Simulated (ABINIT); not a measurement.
A run of ABINIT 10.8.3 (patched build):

run.abi

```
# Datasets
ndtset 2

# Pseudopotentials
pp_dirpath "./"
pseudos "Si.upf"

# Structure
acell 6.7941102587 6.7941102587 6.7941102587
rprim
    -0.6568847590     0.6568847590     0.3701416305
     0.6568847590    -0.6568847590     0.3701416305
     0.6568847590     0.6568847590    -0.3701416305
ntypat 1
znucl 14
natom 2
typat 1 1
chkprim 0
chksymtnons 0
tolsym 1.0e-6
xred
            1/2            1/2            0.0
            1/4            3/4            1/2

# Plane-wave basis
ecut 16.0
ecutsm 0.5

# k points
ngkpt 8 8 8
nshiftk 1
shiftk 0.0 0.0 0.0

# Exchange and correlation
ixc 7

# Bands and occupations
nband 12
occopt 3
tsmear 0.00183747

# SCF cycle
nstep 80

# Output
prteig 0
prtebands 0
prtwf 0
prtden 0
prtpot 0

# Dataset 1: ground state
kptopt1 1
tolvrs1 1.0e-15
prtwf1 1
tolwfr1 1.0e-14
nbdbuf1 4
nline1 6

# Dataset 2: response at q = 0 to atomic displacements
rfphon2 1
rfatpol2 1 2
rfdir2 1 1 1
getwfk2 1
kptopt2 2
nqpt2 1
qpt2 0.0 0.0 0.0
tolvrs2 1.0e-8
```

Contents of mrgddb.in:

```
merged_DDB
Si
2
runo_DS1_DDB
runo_DS2_DDB
```

Contents of anaddb.abi:

```
ddb_filepath "merged_DDB"
output_file "anaddb.abo"
outdata_prefix "ana"
asr 1
chneut 0
dipdip 0
dieflag 0
enunit 0
eivec 1
nph1l 1
qph1l 0.0 0.0 0.0 1.0
```

Potentials or basis: PseudoDojo NC SR LDA v0.4.1 standard.

Launch:

```sh
$ abinit run.abi > log 2>&1
$ mrgddb < mrgddb.in > mrgddb.log 2>&1
$ anaddb anaddb.abi > anaddb.log 2>&1
```

Hardware: 1 thread of Arm Neoverse V1, with other jobs on the host.

Problem. Estimate the wall time of this run.

Solution. Run time: 50 s on 1 thread of Arm Neoverse V1, with other jobs on the host, peak memory 0.15 GiB. Counts: scf iterations 14, mpi ranks 1, k points 59, bands 12, plane waves 628.
